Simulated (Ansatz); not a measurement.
The system is Ge.

```
Ge
1.0
     1.39715   -2.60052    0.00000
     1.39715    2.60052    0.00000
     0.00000    0.00000    2.69823
Ge
1
Direct
  0.50000 0.50000 0.00000
```

This isn't the form of Ge at room conditions, which is diamond.

| Quantity | Value |
| --- | --- |
| Program | Ansatz 0.2.0 |
| Task | relaxation of cell and atoms |
| Functional | PBE |
| Dispersion | D4 |
| Potentials or basis | Ansatz PAW |
| Cutoff | 420 eV (not typed: the program's choice for these potentials) |
| k mesh | 11 × 11 × 10 |
| Occupations | fermi-dirac, width 0.05 eV |
| Spin | no spin polarisation |

At the start: volume 19.61 Å³/atom.

Q: Where does the relaxation end?

A: It ends after 8 steps and the volume is 18.56 Å³/atom (-5.3 %); space group P6/mmm (No. 191, to 0.05 Å).

Step by step:
```tsv
step	energy change (eV)	largest force (eV/Å)	volume (Å³)
1	0.0000	0.0000	19.61
2	-0.0149	0.0000	18.18
3	-0.0168	0.0000	18.57
4	-0.0169	0.0000	18.56
5	-0.0171	0.0000	18.55
6	-0.0171	0.0000	18.56
7	-0.0171	0.0000	18.56
8	-0.0169	0.0000	18.56
```

Final structure:
```yaml
crystal:
  lattice:
    - [1.40591, -2.46335, 0.00000]
    - [1.40591, 2.46335, 0.00000]
    - [0.00000, 0.00000, 2.67967]
  atoms:
    - { symbol: Ge, position: [0.50000, 0.50000, 0.00000] }
```

Caveat: the plane-wave basis is chosen anew once the cell has moved, so the energies of steps on either side of that aren't comparable; pairwise dispersion overbinds metals, which lowers pressure and volume.
